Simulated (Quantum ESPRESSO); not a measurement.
# Canted and collinear textures of CoO, part 2 of 2

The moments of CoO start in several directions and relax. Which textures last, and at what energy?

Quantum ESPRESSO 7.5; PBE; plane waves with PseudoDojo 0.4 FR PBE standard potentials, spin-orbit coupling.

So far, absolute magnetization (μB): 5.88 in steps 2, 3 and 4.

## Step 5: Start 4: collinear alternating

Input file pw.in:

```
&CONTROL
  calculation = 'scf'
  prefix = 'pwscf'
  outdir = './tmp'
  pseudo_dir = './pseudo_fr'
  disk_io = 'nowf'
/
&SYSTEM
  ibrav = 0
  nat = 4
  ntyp = 3
  ecutwfc = 82
  nbnd = 64
  occupations = 'smearing'
  smearing = 'fd'
  degauss = 0.00734986
  noncolin = .true.
  lspinorb = .true.
  starting_magnetization(1) = 0.1765
  angle1(1) = 0
  angle2(1) = 0
  starting_magnetization(2) = 0.1765
  angle1(2) = 180
  angle2(2) = 0
  starting_magnetization(3) = 0
/
&ELECTRONS
  conv_thr = 4d-08
  electron_maxstep = 150
  mixing_beta = 0.3
/
ATOMIC_SPECIES
Co1    58.9332 Co.upf
Co2    58.9332 Co.upf
O      15.9990 O.upf
CELL_PARAMETERS angstrom
   3.1976457435    0.0000000000    0.0000000000
  -1.5988228718    2.7692424462    0.0000000000
   0.0000000000    0.0000000000    5.2287097100
ATOMIC_POSITIONS crystal
Co1     0.0000000000    0.0000000000    0.0034741400
Co2     0.3333333300    0.6666666700    0.5033624100
O       0.0000000000    0.0000000000    0.3716088500
O       0.3333333300    0.6666666700    0.8715556000
K_POINTS automatic
5 5 3 0 0 0
```

Run with:

```
> OMP_NUM_THREADS=1 mpirun -n 4 pw.x -nk 4 -in pw.in > pw.out
```

The program printed:

```text
     [... lines left out ...]
Program PWSCF v.7.5 starts
     [... lines left out ...]
     number of atoms/cell      =            4
     [... lines left out ...]
     number of electrons       =        46.00
     number of Kohn-Sham states=           64
     kinetic-energy cutoff     =      82.0000  Ry
     charge density cutoff     =     328.0000  Ry
     scf convergence threshold =      4.0E-08
     [... lines left out ...]
     Noncollinear calculation with spin-orbit
     [... lines left out ...]
      6 Sym. Ops. (no inversion) found
     [... lines left out ...]
     number of k points=    16  Fermi-Dirac smearing, width (Ry)=  0.0073
     [... lines left out ...]
     iteration # 15     ecut=    82.00 Ry     beta= 0.30
     [... lines left out ...]
     atom number    1 relative position :    0.0000   0.0000   0.0057
     [... lines left out ...]
     magnetization :         -0.000000   -0.000000    2.139192
     [... lines left out ...]
     atom number    2 relative position :   -0.0000   0.5774   0.8231
     [... lines left out ...]
     magnetization :         -0.000000    0.000000   -2.139050
     [... lines left out ...]
     atom number    3 relative position :    0.0000   0.0000   0.6076
     [... lines left out ...]
     magnetization :          0.000000    0.000000   -0.161216
     [... lines left out ...]
     atom number    4 relative position :   -0.0000   0.5774   1.4251
     [... lines left out ...]
     magnetization :          0.000000   -0.000000    0.161383
     [... lines left out ...]
     the Fermi energy is    11.3532 ev
!    total energy              =    -678.09141227 Ry
     estimated scf accuracy    <          7.2E-09 Ry
     smearing contrib. (-TS)   =      -0.00803696 Ry
     [... lines left out ...]
     total magnetization       =    -0.00    -0.00     0.00 Bohr mag/cell
     absolute magnetization    =     5.08 Bohr mag/cell
     convergence has been achieved in  15 iterations
```

It took 56 s on 4 MPI ranks of Arm Neoverse V1, shared host; peak memory 0.61 GiB; 3.7 min of CPU time.

Spin moment in the atom's sphere by atom:

```tsv
atom	x (μB)	y (μB)	z (μB)	size
Co1	0.00	0.00	2.14	2.14
Co2	0.00	0.00	-2.14	2.14
O3	0.00	0.00	-0.16	0.16
O4	0.00	0.00	0.16	0.16
```

This step gave:

```
smearing term TS       : 0.1093 eV
magnetization          : 0, 0, 0.001 μB
absolute magnetization : 5.08 μB
final state            : antiferromagnetic
```

## Step 6: A faulty input

One input was spoiled on purpose, to see how the program answers.

Input file pw.in:

```
&CONTROL
  calculation = 'scf'
  prefix = 'pwscf'
  outdir = './tmp'
  pseudo_dir = './pseudo'
  disk_io = 'nowf'
/
&SYSTEM
  ibrav = 0
  nat = 4
  ntyp = 2
  ecutwfc = 34
  ecutrho = 238
  nbnd = 35
  input_dft = 'pbe'
  occupations = 'smearing'
  smearing = 'fd'
  degauss = 0.00734986
  nspin = 2
  starting_magnetization(1) = 0.1765
  starting_magnetization(2) = 0
/
&ELECTRONS
  conv_thr = 4d-08
  electron_maxstep = 50
  mixing_beta = 0.3
/
ATOMIC_SPECIES
Co     58.9332 co_lda_v1.2.uspp.F.UPF
O      15.9990 o_lda_v1.2.uspp.F.UPF
CELL_PARAMETERS angstrom
   3.1976457435    0.0000000000    0.0000000000
  -1.5988228718    2.7692424462    0.0000000000
   0.0000000000    0.0000000000    5.2287097100
ATOMIC_POSITIONS crystal
Co      0.0000000000    0.0000000000    0.0034741400
Co      0.3333333300    0.6666666700    0.5033624100
O       0.0000000000    0.0000000000    0.3716088500
O       0.3333333300    0.6666666700    0.8715556000
K_POINTS automatic
5 5 3 0 0 0
HUBBARD {ortho-atomic}
U Co-6f 5.0
```

The program printed:

```text
     [... lines left out ...]
Program PWSCF v.7.5 starts
     [... lines left out ...]
     Error in routine determine_hubbard_occ (1):
     Mismatch between the requested and available manifolds
 %%%%%%%%%%%%%%%%%%%%%%%%%%%%%%%%%%%%%%%%%%%%%%%%%%%%%%%%%%%%%%%%%%%%%%%%%%%%%%
     stopping ...
```

Run time: 0.61 s. Hardware: 4 MPI ranks; peak memory 0.06 GiB.

The program refused the input before any cycle.

The program's message: “determine_hubbard_occ (1): Mismatch between the requested and available manifolds”

The fault put into the input: a U on a shell that the file lacks.

## Step 7: Ranking

Textures, by row:

```tsv
start	final state	energy over the lowest (meV a seeded atom)	smallest moment (μB)	largest moment (μB)	net moment (μB a cell)	angles to the first moment (degrees)
collinear parallel	ferromagnetic	53.94	2.337	2.337	5.871	0
random 2	ferromagnetic	54.04	2.336	2.337	5.871	0
two sublattices 30 degrees apart	ferromagnetic	54.1	2.336	2.337	5.871	1
collinear alternating	antiferromagnetic	0	2.139	2.139	5.23e-4	180
```

## Step 8: Summary of results

| Quantity | Value |
| --- | --- |
| lowest start | collinear alternating |
| its final state | antiferromagnetic |
| its moments | 2.14 μB |
| its net moment | 5.2e-4 μB a cell |

No finished start ends non-collinear. The mesh is coarse, so differences of some ten meV can be noise where moments are itinerant. The cell holds only so many moments, so longer spirals cannot form in it. This program evaluates a GGA otherwise when all starting moments share an axis than when they do not, so collinear and canted runs are not quite comparable. Energies are free energies at an electronic temperature of 1160 K, which lowers moments and differences where the moments are itinerant. No Hubbard term acts here. In such compounds local and semilocal functionals without one often delocalise the d electrons, and can shrink or lose moments and miss the size, sign and order of the couplings. The cutoff lies under the 96 Ry that these files are usually run at. The smearing term is large for its width, so states at the Fermi level are partly filled: at this level the cell is a metal or has a gap of a few widths at most.

[Logs and program files are shortened in this print: banners, set-up blocks, solver, clock and traceback lines can be left out without a mark of their own.]

[Logs are printed without paths, hosts, clocks, repeated set-up lines and the standing remarks that a program may print on its own settings, such as how far it seeks lower states.]

[Hosts, paths, dates, database ids (printed as entryN), source tags and the programs' standing remarks are cut or masked in the printed files.]

[Where a cell is said to come from a database of computed structures, the database is the Materials Project.]
